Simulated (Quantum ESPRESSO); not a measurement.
# KTaO3 (Pm-3m) in Quantum ESPRESSO: reference runs

Aim: a first look at KTaO3 with PBE, on the cell as given and on a disturbed one.

All numbers are computed with Quantum ESPRESSO 7.5; they aren't measurements. Logs are shortened: lines on timing, memory, paths and dates and some standing lists are left out, and cuts for length are marked.

## Step 1: The crystal as given

The structure is cubic, space group Pm-3m (No. 221). The conventional cell has a = 3.988 Å, b = 3.988 Å, c = 3.988 Å, α = 90.00°, β = 90.00°, γ = 90.00°. Around Ta (site symmetry m-3m) lie 6 O at 1.99 Å. K (site symmetry m-3m) is surrounded by 12 O at 2.82 Å. O (site symmetry 4/mmm) has 2 Ta at 1.99 Å as nearest neighbours.

## Step 2: Single point, PBE

File pw.in:

```
&CONTROL
  calculation = 'scf'
  prefix = 'pwscf'
  outdir = './tmp'
  pseudo_dir = './pseudo'
  tprnfor = .true.
  tstress = .true.
  disk_io = 'nowf'
/
&SYSTEM
  ibrav = 0
  nat = 5
  ntyp = 3
  ecutwfc = 60
  ecutrho = 480
  nbnd = 28
  occupations = 'smearing'
  smearing = 'fd'
  degauss = 0.00367493
/
&ELECTRONS
  conv_thr = 1d-09
  electron_maxstep = 120
  mixing_beta = 0.5
/
ATOMIC_SPECIES
Ta   180.9479 Ta_pbe_v1.uspp.F.UPF
K     39.0983 K.pbe-spn-kjpaw_psl.1.0.0.UPF
O     15.9990 O.pbe-n-kjpaw_psl.0.1.UPF
CELL_PARAMETERS angstrom
   3.9883000000    0.0000000000    0.0000000000
   0.0000000000    3.9883000000    0.0000000000
   0.0000000000    0.0000000000    3.9883000000
ATOMIC_POSITIONS crystal
Ta     0.0000000000    0.0000000000    0.0000000000
K      0.5000000000    0.5000000000    0.5000000000
O      0.0000000000    0.0000000000    0.5000000000
O      0.0000000000    0.5000000000    0.0000000000
O      0.5000000000    0.0000000000    0.0000000000
K_POINTS automatic
7 7 7 0 0 0
```

Potentials or basis: SSSP 1.3 efficiency PBE.

Launch:

```console
$ OMP_NUM_THREADS=1 pw.x -in pw.in > pw.out
```

pw.out:

```text
This program is part of the open-source Quantum ESPRESSO suite
     for quantum simulation of materials; please cite
         "P. Giannozzi et al., J. Phys.:Condens. Matter 21 395502 (2009);
         "P. Giannozzi et al., J. Phys.:Condens. Matter 29 465901 (2017);
         "P. Giannozzi et al., J. Chem. Phys. 152 154105 (2020);
     in publications or presentations arising from this work. More details at

     file K.pbe-spn-kjpaw_psl.1.0.0.UPF: wavefunction(s)  3S renormalized
     file O.pbe-n-kjpaw_psl.0.1.UPF: wavefunction(s)  2P renormalized
     Message from routine setup:
     using ibrav=0 with symmetry is DISCOURAGED, use correct ibrav instead

     G-vector sticks info
     --------------------
     sticks:   dense  smooth     PW     G-vecs:    dense   smooth      PW
     Sum        2177    1085    317                76117    26961    4169

     Using Slab Decomposition

     bravais-lattice index     =            0
     lattice parameter (alat)  =       7.5368  a.u.
     unit-cell volume          =     428.1146 (a.u.)^3
     number of atoms/cell      =            5
     number of atomic types    =            3
     number of electrons       =        40.00
     number of Kohn-Sham states=           28
     kinetic-energy cutoff     =      60.0000  Ry
     charge density cutoff     =     480.0000  Ry
     scf convergence threshold =      1.0E-09
     mixing beta               =       0.5000
     number of iterations used =            8  plain     mixing
     Exchange-correlation= SLA  PW   PBX  PBC
                           (   1   4   3   4   0   0   0)

     celldm(1)=   7.536795  celldm(2)=   0.000000  celldm(3)=   0.000000
     celldm(4)=   0.000000  celldm(5)=   0.000000  celldm(6)=   0.000000

     crystal axes: (cart. coord. in units of alat)
               a(1) = (   1.000000   0.000000   0.000000 )
               a(2) = (   0.000000   1.000000   0.000000 )
               a(3) = (   0.000000   0.000000   1.000000 )

     reciprocal axes: (cart. coord. in units 2 pi/alat)
               b(1) = (  1.000000  0.000000  0.000000 )
               b(2) = (  0.000000  1.000000  0.000000 )
               b(3) = (  0.000000  0.000000  1.000000 )

     PseudoPot. # 1 for Ta read from file:
     Ta_pbe_v1.uspp.F.UPF
     Pseudo is Ultrasoft + core correction, Zval = 13.0
     Generated by new atomic code, or converted to UPF format
     Using radial grid of  921 points,  7 beta functions with:
                l(1) =   0
                l(2) =   0
                l(3) =   1
                l(4) =   1
                l(5) =   2
                l(6) =   2
                l(7) =   3
     Q(r) pseudized with  6 coefficients,  rinner =    1.300   1.300   1.300
                                                       1.300   1.300   1.300
                                                       1.300

     PseudoPot. # 2 for K  read from file:
     K.pbe-spn-kjpaw_psl.1.0.0.UPF
     Pseudo is Projector augmented-wave + core cor, Zval =  9.0
     Generated using "atomic" code by A. Dal Corso  v.5.1
     Shape of augmentation charge: PSQ
     Using radial grid of 1165 points,  6 beta functions with:
                l(1) =   0
                l(2) =   0
                l(3) =   1
                l(4) =   1
                l(5) =   2
                l(6) =   2
     Q(r) pseudized with 0 coefficients

     PseudoPot. # 3 for O  read from file:
     O.pbe-n-kjpaw_psl.0.1.UPF
     Pseudo is Projector augmented-wave + core cor, Zval =  6.0
     Generated using "atomic" code by A. Dal Corso  v.5.0.99 svn rev. 10869
     Shape of augmentation charge: BESSEL
     Using radial grid of 1095 points,  4 beta functions with:
                l(1) =   0
                l(2) =   0
                l(3) =   1
                l(4) =   1
     Q(r) pseudized with 0 coefficients

     atomic species   valence    mass     pseudopotential
     Ta               13.00   180.94790     Ta( 1.00)
     K                 9.00    39.09830     K ( 1.00)
     O                 6.00    15.99900     O ( 1.00)

     48 Sym. Ops., with inversion, found

   Cartesian axes

     site n.     atom                  positions (alat units)
         1        Ta     tau(   1) = (   0.0000000   0.0000000   0.0000000  )
         2        K      tau(   2) = (   0.5000000   0.5000000   0.5000000  )
         3        O      tau(   3) = (   0.0000000   0.0000000   0.5000000  )
         4        O      tau(   4) = (   0.0000000   0.5000000   0.0000000  )
         5        O      tau(   5) = (   0.5000000   0.0000000   0.0000000  )

     number of k points=    20  Fermi-Dirac smearing, width (Ry)=  0.0037
                       cart. coord. in units 2pi/alat
        k(    1) = (   0.0000000   0.0000000   0.0000000), wk =   0.0058309
        k(    2) = (   0.0000000   0.0000000   0.1428571), wk =   0.0349854
        k(    3) = (   0.0000000   0.0000000   0.2857143), wk =   0.0349854
        k(    4) = (   0.0000000   0.0000000   0.4285714), wk =   0.0349854
        k(    5) = (   0.0000000   0.1428571   0.1428571), wk =   0.0699708
        k(    6) = (   0.0000000   0.1428571   0.2857143), wk =   0.1399417
[... 12 lines left out ...]
        k(   19) = (   0.2857143   0.4285714   0.4285714), wk =   0.1399417
        k(   20) = (   0.4285714   0.4285714   0.4285714), wk =   0.0466472

     Dense  grid:    76117 G-vectors     FFT dimensions: (  54,  54,  54)

     Smooth grid:    26961 G-vectors     FFT dimensions: (  40,  40,  40)

     Initial potential from superposition of free atoms

     starting charge      39.9801, renormalised to      40.0000

     negative rho (up, down):  9.266E-02 0.000E+00
     Starting wfcs are   33 randomized atomic wfcs

     Self-consistent Calculation

     iteration #  1     ecut=    60.00 Ry     beta= 0.50
     Davidson diagonalization with overlap
     ethr =  1.00E-02,  avg # of iterations =  5.5

     negative rho (up, down):  9.526E-02 0.000E+00
[... 94 lines left out ...]
     iteration # 12     ecut=    60.00 Ry     beta= 0.50
     Davidson diagonalization with overlap
     ethr =  3.87E-11,  avg # of iterations =  2.4

     negative rho (up, down):  9.899E-02 0.000E+00

     End of self-consistent calculation

          k = 0.0000 0.0000 0.0000 (  3407 PWs)   bands (ev):

   -58.7084 -25.2106 -25.2106 -25.2106 -18.4749  -8.6972  -8.0007  -8.0007
    -2.0250  -2.0250  -2.0250   6.4246   6.4246   6.4246   7.7778   7.7778
     7.7778   8.2099   8.2099   8.2099  11.0502  11.0502  11.0502  15.4727
    15.6472  15.6472  16.9130  16.9130
[... 129 lines left out ...]
   -58.7068 -25.2894 -25.2893 -25.2893 -18.4198  -7.1816  -7.1225  -7.1225
    -2.2560  -2.2560  -2.2138   3.5119   3.6218   3.6218   4.9260   5.0104
     5.0104   8.7280   8.7280   8.7804  15.0842  15.1450  15.1450  17.9664
    17.9664  18.0125  19.8957  20.7355

     the Fermi energy is     9.9230 ev

!    total energy              =    -380.43978226 Ry
     estimated scf accuracy    <          7.7E-11 Ry
     smearing contrib. (-TS)   =      -0.00000000 Ry
     internal energy E=F+TS    =    -380.43978226 Ry

     The total energy is F=E-TS. E is the sum of the following terms:
     one-electron contribution =     -69.69668844 Ry
     hartree contribution      =      56.63105714 Ry
     xc contribution           =     -76.05516231 Ry
     ewald contribution        =    -207.36447283 Ry
     one-center paw contrib.   =     -83.95451582 Ry

     convergence has been achieved in  12 iterations

     negative rho (up, down):  9.899E-02 0.000E+00

     Forces acting on atoms (cartesian axes, Ry/au):

     atom    1 type  1   force =     0.00000000    0.00000000    0.00000000
     atom    2 type  2   force =     0.00000000    0.00000000    0.00000000
     atom    3 type  3   force =     0.00000000    0.00000000    0.00000000
     atom    4 type  3   force =     0.00000000    0.00000000    0.00000000
     atom    5 type  3   force =     0.00000000    0.00000000    0.00000000

     Total force =     0.000000     Total SCF correction =     0.000000

     Computing stress (Cartesian axis) and pressure

     negative rho (up, down):  9.899E-02 0.000E+00
          total   stress  (Ry/bohr**3)                   (kbar)     P=       52.32
   0.00035569   0.00000000   0.00000000           52.32        0.00        0.00
   0.00000000   0.00035569   0.00000000            0.00       52.32        0.00
   0.00000000   0.00000000   0.00035569            0.00        0.00       52.32

=------------------------------------------------------------------------------=
   JOB DONE.
=------------------------------------------------------------------------------=
```

Run time: 73 s. Hardware: 1 thread of Intel Xeon at 2.70GHz, shared host; peak memory 0.56 GiB.

What came out:

| Property | Result |
| --- | --- |
| Free energy | -5176.1469 eV |
| Pressure | 5.2 GPa |
| Band gap on the k mesh | 2.27 eV, indirect (least direct gap 2.84 eV) |

Levels at points of the mesh, in eV from the valence-band top:
| k point | band 18 | band 19 | band 20 | band 21 | band 22 | band 23 |
| --- | --- | --- | --- | --- | --- | --- |
| (0.00, 0.00, 0.00) | -0.57 | -0.57 | -0.57 | 2.27 | 2.27 | 2.27 |

Caveat: spin-orbit coupling is left out, which moves the levels of the heavy elements; an odd mesh through Γ misses points on the zone boundary, where band edges often lie.

## Step 3: Single point, PBE (atoms moved at random, drawn with an rms of 0.05 Å)

pw.in: that of step 2 with these lines changed.

```diff
@@ -34,7 +34,7 @@
 ATOMIC_POSITIONS crystal
-Ta     0.0000000000    0.0000000000    0.0000000000
-K      0.5000000000    0.5000000000    0.5000000000
-O      0.0000000000    0.0000000000    0.5000000000
-O      0.0000000000    0.5000000000    0.0000000000
-O      0.5000000000    0.0000000000    0.0000000000
+Ta    -0.0087940000    0.0063740000   -0.0131730000
+K      0.5086730000    0.4977750000    0.5225520000
+O     -0.0034950000    0.0010270000    0.4899110000
+O      0.0004730000    0.5042430000    0.0017690000
+O      0.4954080000    0.0073200000   -0.0041280000
 K_POINTS automatic
```

Potentials or basis: SSSP 1.3 efficiency PBE.

Launch:

```console
$ OMP_NUM_THREADS=1 pw.x -in pw.in > pw.out
```

pw.out:

```text
This program is part of the open-source Quantum ESPRESSO suite
     for quantum simulation of materials; please cite
         "P. Giannozzi et al., J. Phys.:Condens. Matter 21 395502 (2009);
         "P. Giannozzi et al., J. Phys.:Condens. Matter 29 465901 (2017);
         "P. Giannozzi et al., J. Chem. Phys. 152 154105 (2020);
     in publications or presentations arising from this work. More details at

     file K.pbe-spn-kjpaw_psl.1.0.0.UPF: wavefunction(s)  3S renormalized
     file O.pbe-n-kjpaw_psl.0.1.UPF: wavefunction(s)  2P renormalized

     G-vector sticks info
     --------------------
     sticks:   dense  smooth     PW     G-vecs:    dense   smooth      PW
     Sum        2177    1085    317                76117    26961    4169

     Using Slab Decomposition

     bravais-lattice index     =            0
     lattice parameter (alat)  =       7.5368  a.u.
     unit-cell volume          =     428.1146 (a.u.)^3
     number of atoms/cell      =            5
     number of atomic types    =            3
     number of electrons       =        40.00
     number of Kohn-Sham states=           28
     kinetic-energy cutoff     =      60.0000  Ry
     charge density cutoff     =     480.0000  Ry
     scf convergence threshold =      1.0E-09
     mixing beta               =       0.5000
     number of iterations used =            8  plain     mixing
     Exchange-correlation= SLA  PW   PBX  PBC
                           (   1   4   3   4   0   0   0)

     celldm(1)=   7.536795  celldm(2)=   0.000000  celldm(3)=   0.000000
[... 71 lines left out ...]

     Number of k-points >= 100: set verbosity='high' to print them.

     Dense  grid:    76117 G-vectors     FFT dimensions: (  54,  54,  54)

     Smooth grid:    26961 G-vectors     FFT dimensions: (  40,  40,  40)

     Initial potential from superposition of free atoms

     starting charge      39.9801, renormalised to      40.0000

     negative rho (up, down):  9.418E-02 0.000E+00
     Starting wfcs are   33 randomized atomic wfcs

     Self-consistent Calculation

     iteration #  1     ecut=    60.00 Ry     beta= 0.50
     Davidson diagonalization with overlap
     ethr =  1.00E-02,  avg # of iterations =  6.0

     negative rho (up, down):  9.659E-02 0.000E+00
[... 98 lines left out ...]
     iteration # 12     ecut=    60.00 Ry     beta= 0.50
     Davidson diagonalization with overlap
     ethr =  7.23E-11,  avg # of iterations =  2.7

     negative rho (up, down):  1.003E-01 0.000E+00

     End of self-consistent calculation

     Number of k-points >= 100: set verbosity='high' to print the bands.

     the Fermi energy is     9.9279 ev

!    total energy              =    -380.43591573 Ry
     estimated scf accuracy    <          6.9E-10 Ry
     smearing contrib. (-TS)   =      -0.00000000 Ry
     internal energy E=F+TS    =    -380.43591573 Ry

     The total energy is F=E-TS. E is the sum of the following terms:
     one-electron contribution =     -69.92925048 Ry
     hartree contribution      =      56.74622229 Ry
     xc contribution           =     -76.05732580 Ry
     ewald contribution        =    -207.24077295 Ry
     one-center paw contrib.   =     -83.95478878 Ry

     convergence has been achieved in  12 iterations

     negative rho (up, down):  1.003E-01 0.000E+00

     Forces acting on atoms (cartesian axes, Ry/au):

     atom    1 type  1   force =     0.00665831   -0.00345349    0.01243034
     atom    2 type  2   force =    -0.00979464    0.00520430   -0.02085806
     atom    3 type  3   force =    -0.00001713    0.00130541    0.01739876
     atom    4 type  3   force =    -0.00234773   -0.00035982   -0.00634589
     atom    5 type  3   force =     0.00550119   -0.00269640   -0.00262515

     Total force =     0.034112     Total SCF correction =     0.000025

     Computing stress (Cartesian axis) and pressure

     negative rho (up, down):  1.003E-01 0.000E+00
          total   stress  (Ry/bohr**3)                   (kbar)     P=       54.17
   0.00037503  -0.00000385   0.00001539           55.17       -0.57        2.26
  -0.00000385   0.00036804  -0.00001263           -0.57       54.14       -1.86
   0.00001539  -0.00001263   0.00036155            2.26       -1.86       53.19

=------------------------------------------------------------------------------=
   JOB DONE.
=------------------------------------------------------------------------------=
```

Wall time 5.1 min (1 thread of Intel Xeon at 2.70GHz, shared host); peak memory 0.77 GiB.

Results:

```yaml
Free_energy: -5176.0943 eV
Pressure: 5.4 GPa
Largest_force: 0.607 eV/Å
Band_gap_on_the_k_mesh: 2.27 eV, indirect (least direct gap 2.85 eV)
```

Forces in eV/Å, atoms in the order of the input:
```
Ta   0.171 -0.089  0.320
K   -0.252  0.134 -0.536
O    0.000  0.034  0.447
O   -0.060 -0.009 -0.163
O    0.141 -0.069 -0.067
```

Caveat: spin-orbit coupling is left out, which moves the levels of the heavy elements; an odd mesh through Γ misses points on the zone boundary, where band edges often lie.
